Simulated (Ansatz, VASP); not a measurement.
LiH in VASP and in Ansatz

```
Li H
1.0
     3.31946    0.00000    0.00000
    -1.65973    2.87473    0.00000
     0.00000    0.00000    4.15224
Li H
2 2
Direct
  0.33333 0.66667 0.93749
  0.66667 0.33333 0.43749
  0.33333 0.66667 0.43751
  0.66667 0.33333 0.93751
```

Alike in both runs: task single point; functional PBE; k mesh 9 × 9 × 6; no spin polarisation.

|  | VASP | Ansatz |
| --- | --- | --- |
| version | VASP 6.6.1 | Ansatz 0.2.0 |
| potentials or method | VASP PAW PBE potentials, release 64 (Li_sv, H) | plane waves, PAW |
| plane-wave cutoff (eV) | 520 | 420 |
| occupations | gaussian, width 0.01 eV | fixed |
| valence electrons in the cell | 8 | 8 |

|  | VASP | Ansatz | Ansatz less VASP |
| --- | --- | --- | --- |
| gap on the k mesh at the Fermi level (eV) | 1.95 | 1.95 | +0.006 |

Caveats: an odd mesh through Γ misses points on the zone boundary, where band edges often lie. As with any semilocal functional, this PBE gap is likely too small.
